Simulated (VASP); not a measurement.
# Ca: restarted molecular dynamics, 2 variants

Ca, Fm-3m (no. 225), 8 atoms in the cell. PBE, molecular dynamics; PAW potentials Ca_pv (PBE set).

| Restart from | Temperature at the end (K) | The same without a restart (K) | Potential energy at the end (eV/atom) | The same without a restart (eV/atom) | Electronic steps in the first step after the restart | Time (s) |
|---|---|---|---|---|---|---|
| CONTCAR with velocities, WAVECAR read | 573.0 | 573.0 | -1.87503 | -1.87501 | 4 | 782 |
| CONTCAR with velocities, no WAVECAR | 573.0 | 573.0 | -1.87503 | -1.87501 | 18 | 807 |

Limits: 120 fs of 8 atoms are too short for converged averages.

## Input of the first row

INCAR.step1:
```
SYSTEM = Ca
ALGO = Fast ; EDIFF = 1E-6
ENCUT = 200 ; GGA = PE
IBRION = 0 ; ISIF = 2
ISMEAR = -1 ; ISYM = 0
KPAR = 2 ; LASPH = .True.
LCHARG = .False. ; LREAL = Auto
LWAVE = .True. ; MDALGO = 4
NELM = 60 ; NELMIN = 4
NHC_NCHAINS = 3 ; NHC_PERIOD = 30
NSW = 30 ; POTIM = 2.0
PREC = Normal ; RANDOM_SEED = 659624 0 0
SIGMA = 0.05 ; TEBEG = 600
```

INCAR.step2, as INCAR.step1 but for:
```
- LWAVE = .True.
+ LWAVE = .False.
```

KPOINTS:
```
k-points
0
Monkhorst-Pack
  2 2 2
```

POSCAR.step1:
```
Ca
1.0
    0.0000000000      5.5884000000      5.5884000000
    5.5884000000      0.0000000000      5.5884000000
    5.5884000000      5.5884000000      0.0000000000
Ca
8
Direct
    0.0000000000      0.0000000000      0.0000000000
    0.0000000000      0.0000000000      0.5000000000
    0.0000000000      0.5000000000      0.0000000000
    0.0000000000      0.5000000000      0.5000000000
    0.5000000000      0.0000000000      0.0000000000
    0.5000000000      0.0000000000      0.5000000000
    0.5000000000      0.5000000000      0.0000000000
    0.5000000000      0.5000000000      0.5000000000
```

Commands (each step's output is kept before the next begins):
```
cat potpaw_PBE.64/Ca_pv/POTCAR > POTCAR
cp INCAR.step1 INCAR
cp POSCAR.step1 POSCAR
mpirun -np 2 vasp_std > vasp.out
cp CONTCAR POSCAR
cp INCAR.step2 INCAR
mpirun -np 2 vasp_std > vasp.out
```

Changes of the last row against the first:
```
(step 1)
- LWAVE = True
+ LWAVE = False
```

VASP 6.6.1 took 782 s on 2 cores (Intel Xeon Platinum 8259CL @ 2.50GHz (Skylake/Cascade Lake)), a shared host.
